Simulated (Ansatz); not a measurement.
# How many bands does the GW gap of RbCl (Fm-3m) need?, part 2 of 2

Wanted: a G0W0 gap for RbCl (Fm-3m) that is converged in bands and cutoff, or an estimate of the limit.

Ansatz 0.2.0; G0W0 on PBE, plane waves, PAW; PAW set soft_1. Known limits of the many-body steps: not at the basis limit; no spin-orbit coupling.

So far. Step 4 (457 empty bands, screening to 200 eV): Against the run with 4×4×4 mesh, 212 empty bands, screening to 120 eV, PAW set soft_1 files, the gap moves by +0.12 eV.

## Step 5: Changing the frequency model: 4×4×4 mesh, 212 empty bands, screening to 120 eV, plasmon pole, PAW set soft_1 files

A plasmon pole stands in for the full frequency dependence of the screening; this run shows what that costs in accuracy. Bands and cutoff differ from the step before, so it is read against an earlier run that matches them.

input.yaml

```yaml
crystal:
  lattice:
    - [0.0, 3.2895, 3.2895]
    - [3.2895, 0.0, 3.2895]
    - [3.2895, 3.2895, 0.0]
  atoms:
    - { symbol: Rb, position: [0.0, 0.0, 0.0] }
    - { symbol: Cl, position: [0.5, 0.5, 0.5] }
kpoints:
  mp_grid: { grid: [4, 4, 4] }
hamiltonian:
  xc: pbe
  pseudopotentials: { kind: paw, azcp: { folder: soft_1 } }
scf:
  occupations: { method: fixed }
gw:
  n_empty_bands: 212
  ecut_chi: 120
  qp_bands: [v2, c2]
  qp_kpoints: band_edges
  screening: { model: godby_needs }
```

On the command line:

```
$ ansatz run input.yaml --threads 24 --pin off --max-ram 82944MiB --backend cuda --events-out ev --progress --plain --runs-dir out --devices 1 --max-vram 78GiB
```

Numbers of over 12 decimals in the logs are rounded to 6 here.

The log of the run:

```text
GPUs: using 1 of 1 available (devices: 1).
[...]
GPU FFT provider: cuFFT
GPU libraries: cuBLAS 13.8.1, cuFFT 12.4.0, cuSOLVER 12.3.2
[...]
Crystal: 2 atoms, lattice volume = 71.190 Å³
Basis set: ecut = 420 eV, 1411 PW (Γ)
Bands: 12, of which v1, the nominal top of the filled ones, is band 8 counted from 1 (7 counted from 0)
Symmetry: 48 space group operations
[...]
k-points: 8 of 64
[...]
1    10      8.7873    -3.8298    -3.0708    -7.9049  0.8697     9.7972     9.7916  root
[...]
7     7      0.7869   -20.3676     2.5001   -15.8568  0.8103    -1.2577    -1.2238  root
     7     8      0.7869   -20.3676     2.5001   -15.8568  0.8103    -1.2577    -1.2238  root
     7     9      8.6919    -3.9392    -3.0477    -7.9284  0.8687     9.6385     9.6334  root
     7    10      8.6919    -3.9392    -3.0477    -7.9284  0.8687     9.6385     9.6334  root
[key lines of the parts left out:]
SCF converged after 7 iterations
Free energy (F): -4350.772880 eV
Fermi energy:    1.023641 eV
```

Elapsed: 3.4 s, on 1 × NVIDIA GB200 (shared by 2 runs) with 24 threads of Arm Neoverse V2, shared host; peak memory 1.3 GiB; 9.5 s of CPU time.

Numbers from this step:

* bands summed: 220
* plasmon-pole fit frequency: 17.60 eV
* RPA ε∞ on this mesh (eigenvalues): 2.187, 2.187, 2.187
* plane waves in the screening matrix: 181
* G0W0 gap on the mesh: 7.613 eV
* k of the valence top: 0, 0, 0
* k of the conduction bottom: 0, 0, 0
* starting gap on the mesh: 5.004 eV
* least direct G0W0 gap on the computed points: 7.613 eV

Against the run with 4×4×4 mesh, 212 empty bands, screening to 120 eV, PAW set soft_1 files, the gap moves by −0.001 eV.

## Step 6: Changing the files: 4×4×4 mesh, 212 empty bands, screening to 120 eV, hard PAW files

Other atomic data (hard PAW) test the pseudisation: the cutoff goes from 420 to 660 eV, with the same valence electrons.

This step: G0W0 on PBE, plane waves, PAW.

input.yaml, the sections that differ from step 5:

```yaml
hamiltonian:
  xc: pbe
  pseudopotentials: { kind: paw, source: ansatz }
gw:
  n_empty_bands: 212
  ecut_chi: 120
  qp_bands: [v2, c2]
  qp_kpoints: band_edges
  screening: { model: contour_deformation }
# crystal, kpoints, scf: as in step 5
```

The log of the run:

```text
GPUs: using 1 of 1 available (devices: 1).
[...]
GPU FFT provider: cuFFT
GPU libraries: cuBLAS 13.8.1, cuFFT 12.4.0, cuSOLVER 12.3.2
[...]
Crystal: 2 atoms, lattice volume = 71.190 Å³
Basis set: ecut = 660 eV, 2733 PW (Γ)
Bands: 12, of which v1, the nominal top of the filled ones, is band 8 counted from 1 (7 counted from 0)
Symmetry: 48 space group operations
[...]
k-points: 8 of 64
[...]
1    10      8.7811    -3.8235    -3.1051    -7.8981  0.8622     9.7587     9.7506  root
[...]
7     7      0.7805   -20.3679     2.4949   -15.8568  0.8001    -1.2897    -1.2356  root
     7     8      0.7805   -20.3679     2.4949   -15.8568  0.8001    -1.2897    -1.2356  root
     7     9      8.6858    -3.9327    -3.0807    -7.9215  0.8607     9.6012     9.5940  root
     7    10      8.6858    -3.9327    -3.0807    -7.9215  0.8607     9.6012     9.5940  root
[key lines of the parts left out:]
SCF converged after 7 iterations
Free energy (F): -4357.290609 eV
Fermi energy:    1.017134 eV
```

The job ended after 3.1 s (1 × NVIDIA GB200 (shared by 2 runs) with 24 threads; peak memory 1.3 GiB; 8 s of CPU time).

This step gave:

```yaml
bands_summed: 220
rpa_eps_infinity_on_this_mesh_eigenvalues: 2.187, 2.187, 2.187
plane_waves_in_the_screening_matrix: 181
g0w0_gap_on_the_mesh: 7.616 eV
k_of_the_valence_top: 0, 0, 0
k_of_the_conduction_bottom: 0, 0, 0
starting_gap_on_the_mesh: 5.005 eV
least_direct_g0w0_gap_on_the_computed_points: 7.616 eV
```

Against the run with 4×4×4 mesh, 212 empty bands, screening to 120 eV, PAW set soft_1 files, the gap moves by +0.002 eV.

## Step 7: The runs together

Times are wall times on 1 × NVIDIA GB200 (shared by 2 runs) with 24 threads of Arm Neoverse V2, shared host, good to a factor of about two.

| mesh | files | frequency | bands summed | cutoff (eV) | start (eV) | G0W0 (eV) | time | host memory (GiB) |
| --- | --- | --- | --- | --- | --- | --- | --- | --- |
| 4×4×4 | PAW set soft_1 | contour deformation | 83 | 60 | 5.004 | 7.388 | 2.5 s | 1.2 |
| 4×4×4 | PAW set soft_1 | contour deformation | 220 | 120 | 5.004 | 7.613 | 2.8 s | 1.2 |
| 4×4×4 | PAW set soft_1 | contour deformation | 465 | 200 | 5.004 | 7.738 | 4.7 s | 1.5 |
| 4×4×4 | PAW set soft_1 | plasmon pole | 220 | 120 | 5.004 | 7.613 | 3.4 s | 1.3 |
| 4×4×4 | hard PAW | contour deformation | 220 | 120 | 5.005 | 7.616 | 3.1 s | 1.3 |

How the two edges are built up, in eV (the quasiparticle level is the starting level plus Σx plus Σc less Vxc):

| run | edge | start | Σx | Σc | Vxc | Z | QP |
| --- | --- | --- | --- | --- | --- | --- | --- |
| 83 bands | valence top | 1.02 | -20.68 | 2.78 | -16.23 | 0.81 | -0.65 |
| 83 bands | conduction bottom | 6.03 | -4.10 | -2.89 | -7.70 | 0.87 | 6.74 |
| 220 bands | valence top | 1.02 | -20.68 | 2.48 | -16.23 | 0.80 | -0.95 |
| 220 bands | conduction bottom | 6.03 | -4.10 | -2.96 | -7.70 | 0.87 | 6.67 |
| 465 bands | valence top | 1.02 | -20.68 | 2.29 | -16.23 | 0.80 | -1.14 |
| 465 bands | conduction bottom | 6.03 | -4.10 | -3.03 | -7.70 | 0.87 | 6.60 |

## Step 8: What came out

```
83 bands, 60 eV                     : 7.388 eV
220 bands, 120 eV                   : 7.613 eV
465 bands, 200 eV                   : 7.738 eV
estimated limit in bands and cutoff : 7.85 eV
mesh and start                      : 4×4×4, PBE
```

In words: A line in one over the bands through the two highest rungs gives 7.85 eV, +0.11 eV from the top rung; the pair below gives 7.75 eV, so the estimate is still climbing. The rungs stand 0.46 eV (83 bands), 0.24 eV (220 bands) and 0.11 eV (465 bands) from it. From 83 to 465 bands the gap moves by +0.35 eV. Σc changes by −0.49 eV at the valence top and −0.14 eV at the conduction bottom, so the valence edge carries most of the change. The plasmon-pole model gives −0.001 eV against contour deformation, 0 % of the correction, and saved no time in this program. Hard PAW files move the gap by +0.002 eV at equal bands and cutoff, +0.001 eV of it in the start. The many-body steps are scalar-relativistic: spin-orbit coupling is not in them.

[Paths, hosts, dates, memory and timing lines, banners, echoed tables and standing remarks are left out of the program output.]

[Logs are printed without paths, hosts, clocks, repeated set-up lines and the standing remarks that a program may print on its own settings, such as how far it seeks lower states.]

[Runs of the session that timed out or met a known fault of the program may be left out.]

[Cells called generated may have been cut or substituted from an entry of the Crystallography Open Database or the Materials Project.]

[Hosts, paths, dates, database ids (printed as entryN), source tags and the programs' standing remarks are cut or masked in the printed files.]
